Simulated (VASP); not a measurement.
Write the native input for VASP 6.6.1 that does the following.

```
Task                   : relaxation of cell and atoms
Functional             : PBEsol
Potentials or basis    : VASP PAW PBE potentials, release 64 (Ge_d)
Cutoff                 : 520 eV
k mesh                 : 2 × 2 × 2
Occupations            : gaussian, width 0.02 eV
Spin                   : no spin polarisation
Target pressure        : 13.3 GPa
Further INCAR settings : ALGO = Fast; EDIFF = 1e-07; IBRION = 2; EDIFFG = -0.002; NSW = 80; ISIF = 3
Target pressure        : 13.3 GPa
```

The structure of Ge lies in POSCAR:

```
Ge
1.0
   -2.5744897200      2.5744897200      1.3974126400
    2.5744897200     -2.5744897200      1.3974126400
    2.5744897200      2.5744897200     -1.3974126400
Ge
2
Direct
    0.2500000000      0.7500000000      0.5000000000
    0.5000000000      0.5000000000      0.0000000000
```

This isn't the form of Ge at room conditions, which is diamond.

One way to write it, as run:

INCAR

```
SYSTEM = Ge
ALGO = Fast
EDIFF = 1E-7
EDIFFG = -0.002
ENCUT = 520
GGA = PS
IBRION = 2
ISIF = 3
ISMEAR = 0
LASPH = .TRUE.
LCHARG = .FALSE.
LREAL = .FALSE.
LWAVE = .FALSE.
NELM = 60
NSW = 80
PREC = Accurate
PSTRESS = 133.0
SIGMA = 0.02
```

KPOINTS

```
k-points
0
G
  2 2 2
  0 0 0
```

Potentials or basis: VASP PAW PBE potentials, release 64 (Ge_d).

Command:

```bash
$ cat potpaw_PBE.64/Ge_d/POTCAR > POTCAR
$ mpirun -np 1 vasp_std > vasp.out
```

It gave:

| Property | Result |
| --- | --- |
| Relaxed volume | 17.24 Å³/atom |
| Relaxed cell | a = 3.789 Å, b = 3.789 Å, c = 3.789 Å, α = 97.70°, β = 97.70°, γ = 137.05° |
| Space group after relaxing (to 0.05 Å) | I4_1/amd (No. 141) |
| Energy change on relaxing (the enthalpy is what falls) | +61.6 meV/atom |
| Ionic steps | 11 |
| Pressure after relaxing | 13.3 GPa |
| Band gap on the k mesh | none (metal or under the smearing width) |

Caveat: the k mesh is coarse (spacing up to 1.28 Å⁻¹), so the values aren't converged; the cell is relaxed towards a set pressure, so the enthalpy falls and the energy may rise; the PAW data sets were made with another functional, which shifts forces and pressure a little.

Run time: 82 s on 1 thread of AMD EPYC 7R13 Processor (Zen 3) (shared host), peak memory 0.13 GiB.
